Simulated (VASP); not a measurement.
# MnNi3: Ni into a neighbouring Ni vacancy, part 4 of 5

How hard is this move in MnNi3: Ni into a neighbouring Ni vacancy? Both ends are relaxed first, then a band of images between them. The start is a cell from a database of measured crystal structures.

VASP 6.6.1; PBEsol, spin-polarised from a ferromagnetic start; plane waves and PAW (Ni, Mn).

Still holding for the runs below: The magnetic state follows from one typed start and may not be the lowest.

So far. Step 3 (Relax the host again, on a new basis): The start already met the threshold, so nothing moved. Step 4 (Relax the start): The run ended after 9 ionic steps, 0.130 eV below its first step, once the forces on the free atoms met EDIFFG = -0.05.

**5. Relax the end**

The end state is relaxed in the same way, so that both ends share their errors.

INCAR

```
SYSTEM = Mn4Ni11
PREC = Normal
ENCUT = 280
EDIFF = 1E-05
NELM = 120
ISMEAR = 1
SIGMA = 0.15
LREAL = Auto
ALGO = Fast
GGA = PS
NBANDS = 109
ISPIN = 2
MAGMOM = 1 1 1 1 1 1 1 1 1 1 1 4 4 4 4
LMAXMIX = 4
LORBIT = 11
LWAVE = .FALSE.
LCHARG = .FALSE.
KPAR = 3
IBRION = 2
NSW = 60
ISIF = 2
EDIFFG = -0.05
POTIM = 0.4
MAXMIX = 40
ISYM = 0
```

POSCAR

```
Mn4Ni11
1.0
   -3.5001297764      3.5001297764      3.5001297764
    3.5001297764     -3.5001297764      3.5001297764
    3.5001297764      3.5001297764     -3.5001297764
Ni Mn
11 4
Direct
    0.7486551772      0.7488263046      0.5003744697
    0.7534627723      0.2526130356      0.0042424571
    0.2506577249      0.7462296534     -0.0002473564
    0.2495505303      0.2551244609      0.4994496581
    0.7455354559     -0.0009541444      0.2463749563
    0.7479732272      0.4973484245      0.7509339471
    0.2492366995     -0.0044973266      0.7474064147
    0.4974593289      0.2459622018      0.2528428235
    0.0026488164      0.7498767511      0.2542256578
    0.0028732944      0.2484075789      0.7498326612
    0.4947800965      0.7483259615      0.7515732770
    0.0009413813      0.0019008240     -0.0015880523
    0.4919259785      0.4971385912     -0.0041061803
    0.5001129148      0.0006958190      0.5044671317
    0.0026112686      0.5013352520      0.5012700236
```

KPOINTS

```
Automatic mesh
0
Gamma
4 4 4
0 0 0
```

PAW data sets: Ni and Mn (PBE family, release 64).

Launch:

```console
mpirun -np 3 vasp_std
```

The log of the run:

```text
[... set-up lines as in an earlier step ...]
 entering main loop
       N       E                     dE             d eps       ncg     rms          rms(c)
DAV:   1     0.855896964682E+03    0.85590E+03   -0.35956E+04 16016   0.108E+03
DAV:   2    -0.228294231326E+02   -0.87873E+03   -0.80841E+03 15696   0.288E+02
DAV:   3    -0.119210860626E+03   -0.96381E+02   -0.83464E+02 16026   0.118E+02
DAV:   4    -0.122055709894E+03   -0.28448E+01   -0.28261E+01 17446   0.253E+01
DAV:   5    -0.122139058382E+03   -0.83348E-01   -0.83335E-01 23494   0.368E+00    0.428E+01
RMM:   6    -0.110470946805E+03    0.11668E+02   -0.10465E+02 15696   0.537E+01    0.315E+01
RMM:   7    -0.124297654732E+03   -0.13827E+02   -0.26424E+01 15696   0.246E+01    0.686E+01
RMM:   8    -0.105989086242E+03    0.18309E+02   -0.67107E+00 15696   0.140E+01    0.145E+01
RMM:   9    -0.107204882284E+03   -0.12158E+01   -0.24677E+00 15696   0.713E+00    0.184E+01
RMM:  10    -0.105602839404E+03    0.16020E+01   -0.11735E+00 15702   0.576E+00    0.724E+00
RMM:  11    -0.105572006561E+03    0.30833E-01   -0.37617E-01 15747   0.289E+00    0.681E+00
RMM:  12    -0.105439351824E+03    0.13265E+00   -0.13638E-01 15747   0.189E+00    0.371E+00
RMM:  13    -0.105433387392E+03    0.59644E-02   -0.23759E-02 16208   0.690E-01    0.319E+00
RMM:  14    -0.105473989834E+03   -0.40602E-01   -0.19748E-02 15762   0.584E-01    0.265E+00
RMM:  15    -0.105528136057E+03   -0.54146E-01   -0.47307E-02 15755   0.983E-01    0.343E+00
RMM:  16    -0.105481869152E+03    0.46267E-01   -0.35092E-02 15702   0.916E-01    0.152E+00
RMM:  17    -0.105475855585E+03    0.60136E-02   -0.66917E-03 15697   0.405E-01    0.893E-01
RMM:  18    -0.105478195761E+03   -0.23402E-02   -0.35848E-03 15696   0.281E-01    0.673E-01
RMM:  19    -0.105476737551E+03    0.14582E-02   -0.17450E-03 15699   0.203E-01    0.322E-01
RMM:  20    -0.105476955711E+03   -0.21816E-03   -0.62733E-04 15792   0.110E-01    0.279E-01
RMM:  21    -0.105476634622E+03    0.32109E-03   -0.37278E-04 15784   0.963E-02    0.134E-01
RMM:  22    -0.105476636049E+03   -0.14271E-05   -0.11137E-04 16227   0.461E-02    0.963E-02
RMM:  23    -0.105476608052E+03    0.27996E-04   -0.53163E-05 15386   0.347E-02    0.591E-02
RMM:  24    -0.105476614410E+03   -0.63577E-05   -0.25716E-05 11388   0.225E-02
   1 F= -.10547661E+03 E0= -.10548011E+03  d E =-.105477E+03  mag=    17.7918
 curvature:   0.00 expect dE= 0.000E+00 dE for cont linesearch  0.000E+00
 trial: gam= 0.00000 g(F)=  0.698E-01 g(S)=  0.000E+00 ort = 0.000E+00 (trialstep = 0.100E+01)
 search vector abs. value=  0.698E-01
 bond charge predicted
       N       E                     dE             d eps       ncg     rms          rms(c)
DAV:   1    -0.105487134321E+03   -0.10526E-01   -0.10486E+01 16700   0.866E+00    0.163E+00
RMM:   2    -0.105520230942E+03   -0.33097E-01   -0.14080E-01 15726   0.218E+00    0.114E+00
RMM:   3    -0.105535142935E+03   -0.14912E-01   -0.42688E-02 17733   0.802E-01    0.114E+00
RMM:   4    -0.105530066766E+03    0.50762E-02   -0.11920E-02 16683   0.457E-01    0.318E-01
RMM:   5    -0.105530296091E+03   -0.22933E-03   -0.44932E-03 18310   0.211E-01    0.335E-01
RMM:   6    -0.105529500530E+03    0.79556E-03   -0.56715E-04 15747   0.107E-01    0.159E-01
RMM:   7    -0.105529305372E+03    0.19516E-03   -0.74895E-04 15701   0.102E-01    0.234E-01
RMM:   8    -0.105529060936E+03    0.24444E-03   -0.60999E-04 15795   0.109E-01    0.112E-01
RMM:   9    -0.105529045810E+03    0.15126E-04   -0.22986E-04 17619   0.523E-02    0.353E-02
RMM:  10    -0.105529038681E+03    0.71290E-05   -0.25073E-05 11264   0.200E-02
   2 F= -.10552904E+03 E0= -.10553266E+03  d E =-.524243E-01  mag=    17.8248
[...]
3 F= -.10554691E+03 E0= -.10555060E+03  d E =-.702965E-01  mag=    17.8435
[...]
4 F= -.10555854E+03 E0= -.10556234E+03  d E =-.116329E-01  mag=    17.8536
[...]
5 F= -.10557354E+03 E0= -.10557728E+03  d E =-.266251E-01  mag=    17.8859
[...]
6 F= -.10558424E+03 E0= -.10558785E+03  d E =-.107025E-01  mag=    17.9112
[...]
7 F= -.10558894E+03 E0= -.10559229E+03  d E =-.154057E-01  mag=    17.9403
 curvature:  -3.02 expect dE=-0.537E-02 dE for cont linesearch -0.223E-06
 trial: gam= 0.21578 g(F)=  0.178E-02 g(S)=  0.000E+00 ort =-0.355E-04 (trialstep = 0.185E+01)
 search vector abs. value=  0.256E-02
 bond charge predicted
       N       E                     dE             d eps       ncg     rms          rms(c)
DAV:   1    -0.105586754086E+03    0.21851E-02   -0.13104E+00 16445   0.305E+00    0.499E-01
RMM:   2    -0.105590434948E+03   -0.36809E-02   -0.13876E-02 15703   0.709E-01    0.238E-01
RMM:   3    -0.105591044065E+03   -0.60912E-03   -0.36426E-03 17526   0.222E-01    0.845E-02
RMM:   4    -0.105591113102E+03   -0.69038E-04   -0.89121E-04 19203   0.997E-02    0.947E-02
RMM:   5    -0.105591046999E+03    0.66103E-04   -0.94181E-05 15727   0.426E-02    0.498E-02
RMM:   6    -0.105591053120E+03   -0.61209E-05   -0.59854E-05 15689   0.320E-02
   8 F= -.10559105E+03 E0= -.10559419E+03  d E =-.211143E-02  mag=    17.9646
 trial-energy change:   -0.002111  1 .order   -0.001982   -0.003276   -0.000689
 step:   2.2130(harm=  2.3428)  dis= 0.00764  next Energy=  -105.591122 (dE=-0.218E-02)
 reached required accuracy - stopping structural energy minimisation
```

It took 10 min on 3 MPI ranks of Intel Xeon 6975P-C (Granite Rapids), shared host; peak memory 1.4 GiB.

OUTCAR, selected parts (step 5):

```text
   NELECT =     138.0000    total number of electrons

 E-fermi :   7.9066

 spin component 1
 k-point     1 :       0.0000    0.0000    0.0000
  band No.  band energies     occupation
    ...
     70       7.5358      1.00131
     71       7.6373      1.01461
     72       7.7236      1.03545
     73       7.7411      1.03280
     74       7.8350      0.85746
     75       8.2161     -0.00648
     76       8.2173     -0.00631
     77       8.8492     -0.00000
     78       8.8505     -0.00000
     79       8.9060     -0.00000
    ...

 k-point     2 :       0.2500    0.0000    0.0000
  band No.  band energies     occupation
    ...
     72       7.5650      1.00296
     73       7.5833      1.00469
     74       7.6721      1.02475
     75       7.7216      1.03545
     76       7.8595      0.75161
     77       7.9977      0.07681
     78       8.3294     -0.00025
     79       8.4234     -0.00001
     80       8.4426     -0.00000
     81       8.4714     -0.00000
    ...

  Total       -5.8144625     -3.7822355     -5.7816971     -0.0129853     -0.0006087     -0.0020048
  in kB      -54.3134917    -35.3302504    -54.0074271     -0.1212968     -0.0056864     -0.0187271
  external PRESSURE =     -47.8837231 kB  Pullay stress =       0.0000000 kB

 POSITION                                       TOTAL-FORCE (eV/Angst)
 -----------------------------------------------------------------------------------
      1.75426      1.78424      3.48497        -0.014447      0.007605     -0.006203
      1.74899      5.21696      0.00034         0.009864      0.002703      0.004336
      5.25130      1.71753     -0.01436         0.005749      0.004937     -0.005539
      1.75224      1.78849     -0.00116        -0.011282     -0.018266      0.023601
      1.75408      0.00343      5.24537        -0.015619     -0.006116     -0.022178
      1.75010      3.50150      1.74341         0.007296     -0.008634     -0.002440
      5.25378      0.00080      1.74166        -0.012135      0.002508      0.001205
      0.00799      1.78507      1.74682         0.026019      0.002109     -0.022334
     -0.00846      1.71799      5.23978         0.005640      0.001035      0.017970
      0.01263      5.21887      1.74274        -0.009474      0.003495     -0.003159
      3.49427      1.78405      1.74237        -0.009708      0.017617      0.010325
      0.07347      0.00517      0.06339         0.007089     -0.021275      0.010960
      0.07224      0.00056      3.42467         0.017753      0.008124     -0.020620
      3.42923     -0.00119      3.41956        -0.005819      0.010038      0.003864
      3.42935      0.00244      0.06553        -0.000925     -0.005881      0.010214
 -----------------------------------------------------------------------------------
    total drift:                                0.003072      0.000332     -0.017492

  FREE ENERGIE OF THE ION-ELECTRON SYSTEM (eV)
  ---------------------------------------------------
  free  energy   TOTEN  =      -105.5910531201 eV

  energy  without entropy=     -105.6004517347  energy(sigma->0) =     -105.59418599

 magnetization (x)
# of ion       s       p       d       tot
------------------------------------------
    1       -0.018  -0.023   0.492   0.451
    2       -0.018  -0.023   0.493   0.452
    3       -0.018  -0.022   0.491   0.451
    4       -0.018  -0.022   0.493   0.453
    5       -0.017  -0.025   0.539   0.497
    6       -0.022  -0.038   0.572   0.512
    7       -0.017  -0.025   0.537   0.496
    8       -0.018  -0.022   0.493   0.452
    9       -0.018  -0.022   0.492   0.451
   10       -0.018  -0.023   0.493   0.453
   11       -0.018  -0.022   0.492   0.451
   12        0.017   0.015   3.109   3.141
   13        0.017   0.015   3.105   3.137
   14        0.017   0.015   3.108   3.139
   15        0.017   0.015   3.106   3.138
--------------------------------------------------
tot         -0.134  -0.207  18.015  17.674

[... 6 parts as in an earlier step ...]

[... 14 further parts left out ...]
```

The steps of the relaxation:

```tsv
step	energy less that of the first step (eV)	largest force (eV/Å)
1	0.0000	0.5725
2	-0.0524	0.3194
3	-0.0703	0.2093
4	-0.0819	0.1655
5	-0.0969	0.1789
6	-0.1076	0.1135
7	-0.1123	0.0986
8	-0.1144	0.0344
```

The atoms that moved most (Å):

```tsv
atom	dx	dy	dz	length
Mn14	-0.089	-0.015	-0.068	0.112
Mn13	0.068	0.033	-0.052	0.092
Mn12	0.076	0.014	0.048	0.091
Mn15	-0.071	-0.006	0.056	0.091
Ni4	-0.015	0.060	-0.019	0.065
Ni9	-0.014	-0.057	-0.004	0.058
Ni10	0.029	-0.046	-0.012	0.056
Ni2	-0.013	-0.051	-0.006	0.053
```

Final coordinates:

```xyz
15
Lattice="-3.5001 3.5001 3.5001 3.5001 -3.5001 3.5001 3.5001 3.5001 -3.5001" Properties=species:S:1:pos:R:3 pbc="T T T"
Ni    1.7543    1.7842    3.4850
Ni   -1.7511    1.7168    3.5005
Ni    1.7512   -1.7826    3.4858
Ni    1.7522    1.7885   -0.0012
Ni   -1.7461    3.5036    1.7452
Ni    1.7501    3.5015    1.7434
Ni    1.7536    3.5009   -1.7585
Ni    0.0080    1.7851    1.7468
Ni    3.4917   -1.7821    1.7397
Ni    3.5128    1.7187   -1.7574
Ni    3.4943    1.7841    1.7424
Mn    0.0735    0.0052    0.0634
Mn    0.0722    0.0006    3.4247
Mn   -0.0709    3.4989   -0.0806
Mn    3.4294    0.0024    0.0655
```

Numbers from this step:

```yaml
electronic_cycles: 75
free_energy_toten: -105.5911 eV
energy_at_zero_smearing: -105.5942 eV
fermi_energy: 7.907 eV
moment_of_the_cell_from_the_last_line_of_the_log: 17.96 μB
```

Spin moment in the PAW sphere by atom:

```tsv
atom	spin moment in the PAW sphere (μB)
Ni1	0.45
Ni2	0.45
Ni3	0.45
Ni4	0.45
Ni5	0.50
Ni6	0.51
Ni7	0.50
Ni8	0.45
Ni9	0.45
Ni10	0.45
Ni11	0.45
Mn12	3.14
Mn13	3.14
Mn14	3.14
Mn15	3.14
```

The run ended after 8 ionic steps, 0.114 eV below its first step, once the forces on the free atoms met EDIFFG = -0.05.

(Continued in part 5 of 5.)

[Lines on the potential files, build, host, timing and source positions are cut from VASP's logs without a mark.]

[Logs are printed without paths, hosts, clocks, repeated set-up lines and the standing remarks that a program may print on its own settings, such as how far it seeks lower states.]

[Hosts, paths, dates, database ids (printed as entryN), source tags and the programs' standing remarks are cut or masked in the printed files.]

[Runs that stopped without an error message from VASP are left out.]
